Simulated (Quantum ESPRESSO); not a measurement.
## Hf: phonons with PBEsol

Crystal: Hf.

```
CELL_PARAMETERS angstrom
3.19670 0.00000 0.00000
-1.59835 2.76842 0.00000
0.00000 0.00000 5.05780
ATOMIC_POSITIONS crystal
Hf 0.66667 0.33333 0.75000
Hf 0.33333 0.66667 0.25000
```

```
Program             : Quantum ESPRESSO 7.5
Task                : phonons
Functional          : PBEsol
Potentials or basis : GBRV 1.5 PBEsol
Cutoff              : 612 eV
Density cutoff      : 4898 eV
k mesh              : 8 × 8 × 4
Occupations         : cold, width 0.2 eV
Spin                : no spin polarisation
Target pressure     : 3 GPa
Mixing beta         : 0.5
Most SCF iterations : 120
SCF threshold       : 4e-10 Ry
```

```json
{
 "Relaxed volume": "21.08 Å³/atom",
 "Relaxed cell": "a = 3.135 Å, b = 3.135 Å, c = 4.953 Å, α = 90.00°, β = 90.00°, γ = 120.00°",
 "Space group after relaxing (to 0.05 Å)": "P6_3/mmc (No. 194)",
 "Pressure after relaxing": "2.9 GPa",
 "Band gap on the k mesh": "none (metal or under the smearing width)",
 "Highest phonon frequency at Γ": "139 cm⁻¹"
}
```

Step by step:
| step | energy change (eV) | largest force (eV/Å) | pressure (GPa) | volume (Å³) |
| --- | --- | --- | --- | --- |
| 1 | 0.0000 | 0.0000 | -4.05 | 44.76 |
| 2 | -0.0206 | 0.0000 | 0.03 | 43.17 |
| 3 | -0.0097 | 0.0000 | 3.26 | 42.08 |
| 4 | -0.0114 | 0.0000 | 2.99 | 42.16 |
| 5 | -0.0113 | 0.0000 | 3.00 | 42.16 |

Final structure:
```
Hf
1.0
     3.13533    0.00000    0.00000
    -1.56766    2.71527    0.00000
     0.00000    0.00000    4.95254
Hf
2
Direct
  0.66667 0.33333 0.75000
  0.33333 0.66667 0.25000
```

Levels at points of the mesh, in eV from the Fermi level:
```tsv
k point	band 10	band 11	band 12	band 13	band 14	band 15
(0.00, 0.00, 0.00)	-3.95	0.83	1.13	1.13	1.46	2.02
(0.00, 0.00, -0.50)	-5.55	0.09	0.09	1.01	1.01	1.01
(0.00, -0.50, 0.00)	-3.03	-2.47	-0.75	0.70	0.90	1.74
(0.00, -0.50, -0.50)	-3.66	-1.14	-1.14	1.33	1.33	2.72
```

Phonon frequencies in cm⁻¹ (negative: imaginary):
```csv
q point,frequencies
"(0.000, 0.000, 0.000)",-15 -15 -13 75 75 139
```

Optical modes at Γ, degenerate ones joined:
```tsv
cm⁻¹	components	symmetry	active in
75	2	E2g	Raman
139	1	B1g	silent
```

It took 3 min on 1 thread of Intel(R) Xeon(R) 6975P-C (Granite Rapids) (shared host), peak memory 0.29 GiB.

Caveat: the mesh is thin for the phonons of a metal. The run has no spin-orbit coupling, so splittings on Hf are missing.
